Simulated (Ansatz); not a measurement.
Relaxed Li2O (anti-fluorite):

```
Li2O
1.0
    0.00000     4.62614     4.62614
    2.31307     2.31307     4.62614
    2.31307     2.31307     0.00000
O Li
2 4
Direct
  0.00000   0.00000   0.00000
  0.50000   0.00000   0.00000
  0.00000   0.25000   0.25000
  0.50000   0.25000   0.25000
  0.00000   0.75000   0.75000
  0.50000   0.75000   0.75000
```

A phonon eigenvector at X = (0.5, 0.5, 0.0) is frozen into this cell: atom i moves by Q times the vector below, so Q is the largest atomic displacement, in Å. The cell is held. (q is in reciprocal vectors of the primitive cell; the cell shown is doubled to hold the pattern.)

```json
[
 {"atom": "Li3", "x": "0.000", "y": "0.000", "z": "1.000"},
 {"atom": "Li4", "x": "0.000", "y": "0.000", "z": "-1.000"},
 {"atom": "Li5", "x": "0.000", "y": "0.000", "z": "1.000"},
 {"atom": "Li6", "x": "0.000", "y": "0.000", "z": "-1.000"}
]
```

Atoms not listed stay in place.

Computed with PBE (plane waves to 420 eV, PAW, scalar-relativistic; Ansatz, a quantum-chemistry and plane-wave program). k mesh 12×12×12 (Γ-centred), Fermi-Dirac smearing 0.05 eV. The energy includes the smearing's −TS. Li2O was relaxed with its symmetry unable to fall. The zero of ΔE is the undisplaced structure.

```json
[
 {"Q (Å)": "-0.280", "ΔE (eV/cell)": "0.2127"},
 {"Q (Å)": "-0.187", "ΔE (eV/cell)": "0.0881"},
 {"Q (Å)": "-0.093", "ΔE (eV/cell)": "0.0209"},
 {"Q (Å)": "0.000", "ΔE (eV/cell)": "0.0000"},
 {"Q (Å)": "0.093", "ΔE (eV/cell)": "0.0209"},
 {"Q (Å)": "0.187", "ΔE (eV/cell)": "0.0881"},
 {"Q (Å)": "0.280", "ΔE (eV/cell)": "0.2127"}
]
```

Problem. Which DFPT wavenumber at X = (0.5, 0.5, 0.0) belongs to this mode?
A) 215 cm⁻¹
B) 356 cm⁻¹
C) 260 cm⁻¹
D) 714 cm⁻¹

Solution. A, 215 cm⁻¹. The curvature of the scan gives 215 cm⁻¹

(For displaced atoms, the force is minus the slope of the energy, and its curvature is a force constant, which sets phonon frequencies.)
